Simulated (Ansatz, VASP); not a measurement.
Nb in VASP and in Ansatz

INCAR

```
SYSTEM = Nb
PREC = Accurate
ENCUT = 520
EDIFF = 1E-7
ISMEAR = -1
SIGMA = 0.05
LREAL = .False.
LASPH = .True.
NELM = 80
ALGO = Normal
ISIF = 2
LWAVE = .False.
LCHARG = .False.
NBANDS = 12
```

The input KPOINTS:

```
Automatic mesh
0
Gamma
  14 14 14
  0 0 0
```

POSCAR

```
Nb
1.0
    2.1114302318      0.0000000000      0.0000000000
    0.0000000000      2.1114302318      0.0000000000
    0.0000000000      0.0000000000      2.1114302318
Nb
1
Direct
    0.0000000000      0.0000000000      0.0000000000
```

Input for Ansatz:

```yaml
crystal:
  lattice:
    - [2.1114302318, 0.0, 0.0]
    - [0.0, 2.1114302318, 0.0]
    - [0.0, 0.0, 2.1114302318]
  atoms:
    - { symbol: Nb, position: [0.0, 0.0, 0.0] }
kpoints:
  mp_grid: { grid: [14, 14, 14] }
scf:
  occupations: { method: fermi_dirac, width: 0.05 }
hamiltonian:
  xc: lda
  pseudopotentials: { kind: all_electron, lapw: { basis_error: 0.001 } }
output:
  forces: true
  stress: true
  eigenvalues: true
  populations: true
```

Change from the starting cell: volume scaled by 0.5, LAPW.

Alike in both runs: task single point; functional LDA; k mesh 14 × 14 × 14; occupations fermi-dirac, width 0.05 eV; no spin polarisation.

```csv
,VASP,Ansatz
version,VASP 6.6.1,Ansatz 0.2.0
potentials or method,"VASP PAW LDA potentials, release 64 (Nb_sv)","all-electron LAPW, scalar-relativistic"
plane-wave cutoff (eV),520,see its input
```

Ansatz gave:

```
pressure (GPa) : 417.0
```

Question: What did VASP give for the same quantities?

Answer: Pressure (GPa): 419.6.

Ansatz ran all-electron here, so the differences hold the error of VASP's frozen core and of both bases.

Caveats: the cell as given lies far from equilibrium; so large a pressure means that the cell lies far from this level's equilibrium, or that cutoff or potentials fall short (VASP).
